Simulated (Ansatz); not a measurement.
**HgTe: how the settings move a single-point run**

Question: which choices in the input matter for HgTe?

Program: Ansatz 0.2.0. Level of theory: reference: DFT, PBE, plane waves, PAW. These are calculated values, not measurements.

6 further runs of the same task are left out: 6 that didn't finish.

## (1) The system as given

The structure is cubic, space group Fm-3m (No. 225). Conventional cell: a = 6.041 Å, b = 6.041 Å, c = 6.041 Å, α = 90.00°, β = 90.00°, γ = 90.00°. Around Hg (site symmetry m-3m) lie 6 Te at 3.02 Å. Te (site symmetry m-3m) is surrounded by 6 Hg at 3.02 Å.

Structure file:

```cif
data_structure
_symmetry_space_group_name_H-M 'Fm-3m'
_symmetry_Int_Tables_number 225
_cell_length_a 6.0408
_cell_length_b 6.0408
_cell_length_c 6.0408
_cell_angle_alpha 90.000
_cell_angle_beta 90.000
_cell_angle_gamma 90.000
_cell_volume 220.44
loop_
_atom_site_label
_atom_site_type_symbol
_atom_site_symmetry_multiplicity
_atom_site_Wyckoff_symbol
_atom_site_fract_x
_atom_site_fract_y
_atom_site_fract_z
_atom_site_occupancy
Hg1 Hg 4 a 0.00000 0.00000 0.00000 1
Te1 Te 4 b 0.50000 0.00000 0.00000 1
```

## (2) The reference run

input.yaml reads:

```yaml
crystal:
  lattice:
    - [0.0, 3.0204014056, 3.0204014056]
    - [3.0204014056, 0.0, 3.0204014056]
    - [3.0204014056, 3.0204014056, 0.0]
  atoms:
    - { symbol: Hg, position: [0.0, 0.0, 0.0] }
    - { symbol: Te, position: [0.5, 0.5, 0.5] }
kpoints:
  mp_grid: { grid: [6, 6, 6] }
hamiltonian:
  xc: pbe
scf:
  occupations: { method: fermi_dirac, width: 0.02 }
  n_extra_bands: 4
output:
  forces: true
  stress: true
  eigenvalues: true
  write_density: true
  write_potential: true
  elf: true
  volumetric_format: npy
```

Command:

```console
> ansatz run input.yaml --threads 4 --pin off --max-ram 3686MiB --backend cpu --events-out ev --progress --plain --runs-dir out
```

## (3) Changing settings: occupations.width 0.5

Edit input.yaml of step 2 so:

```diff
@@ -13,3 +13,3 @@
 scf:
-  occupations: { method: fermi_dirac, width: 0.02 }
+  occupations: { method: fermi_dirac, width: 0.5 }
   n_extra_bands: 4
@@ -19,5 +19 @@
   eigenvalues: true
-  write_density: true
-  write_potential: true
-  elf: true
-  volumetric_format: npy
```

## (4) Variant: preconditioner kerker

Edit input.yaml of step 2 so:

```diff
@@ -15,2 +15,3 @@
   n_extra_bands: 4
+  mixing: { preconditioner: kerker }
 output:
@@ -19,5 +20 @@
   eigenvalues: true
-  write_density: true
-  write_potential: true
-  elf: true
-  volumetric_format: npy
```

## (5) Changing settings: xc r2scan

Edit input.yaml of step 2 so:

```diff
@@ -11,3 +11,3 @@
 hamiltonian:
-  xc: pbe
+  xc: r2scan
 scf:
@@ -19,5 +19 @@
   eigenvalues: true
-  write_density: true
-  write_potential: true
-  elf: true
-  volumetric_format: npy
```

Before running it: what results should come out? Wanted: for each run, ending; energy change; pressure; gap; force.

The runs gave:

```
                     run     ending        energy change  pressure (GPa)  gap (eV)  force (eV/Å)  cycles    time
               reference  converged                    0             2.5      0.00          0.00       6   0.6 s
1: occupations.width 0.5  converged  +3.1 meV/atom (σ→0)             3.9      0.00          0.00       6  0.52 s
2: preconditioner kerker  converged         0.0 meV/atom             2.5      0.00          0.00       6  0.45 s
            3: xc r2scan  converged       not comparable             1.3      0.00          0.00       7   1.2 s
```

Times don't compare one to one where runs were asked for different outputs or read a saved state (see the inputs); cycles may leave out searches for a lower state.

Residual by cycle in the longest SCF loop of each run; runs are numbered as in the table. The quantity is the density residual dr2, in eV.

```
cycle  reference    run 1    run 2   run 3
    1    0.00246  0.00568  0.00246   0.019
    2     7.2e-4   0.0024  0.00113  0.0033
    3     2.2e-4   2.3e-5   8.1e-6  9.6e-4
    4     1.0e-5   1.0e-6   1.2e-6  5.6e-5
    5     5.9e-7   1.3e-7   1.2e-7  5.7e-6
    6     4.2e-8   1.4e-8   1.5e-8  3.8e-7
    7          -        -        -  1.1e-8
```

Semilocal functionals close small gaps, so the missing gap need not be the real solid's.
